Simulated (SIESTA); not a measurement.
The system is ZnS.

```
Zn S
1.0
     0.00000    2.70200    2.70200
     2.70200    0.00000    2.70200
     2.70200    2.70200    0.00000
Zn S
1 1
Cartesian
  4.0530 4.0530 4.0530
  0.0000 0.0000 0.0000
```

Base run:

- Program: SIESTA 5.4.2
- Functional: BLYP
- Potentials or basis: PseudoDojo 0.4 standard (PBE files)
- Basis: DZP (energy shift 0.003 Ry; two zetas on semicore shells)
- Grid cutoff: 800 Ry
- Energy shift: 0.003 Ry
- k mesh: 9 × 9 × 9
- Occupations: fermi-dirac, width 0.05 eV
- Spin: no spin polarisation

Its results: band gap on the k mesh 2.48 eV, direct; pressure 6.1 GPa.

Task: After a change of settings the same cell gave: band gap on the k mesh 2.26 eV, direct; pressure -3.7 GPa. Which change was it?
A. functional from BLYP to PBEsol; potentials or basis from PseudoDojo 0.4 standard (PBE files) to PseudoDojo 0.4 standard (PBEsol files)
B. functional from BLYP to LDA; potentials or basis from PseudoDojo 0.4 standard (PBE files) to PseudoDojo 0.4 standard (LDA files)
C. functional from BLYP to WC; potentials or basis from PseudoDojo 0.4 standard (PBE files) to PseudoDojo 0.4 standard (PBEsol files)
D. functional from BLYP to PW91

Result: B.

Caveats: short orbitals over semicore shells can move pressures by several GPa; the valence orbitals were made in a potential fitted to the semicore shell under them, which widens gaps by tenths of an eV or more; an odd mesh through Γ misses points on the zone boundary, where band edges often lie; the basis of atomic orbitals isn't converged, which shifts pressures, moduli and gaps; the potentials were made for another functional, which shifts forces and pressure (some runs).

Runs at the PBE level aren't shown here.
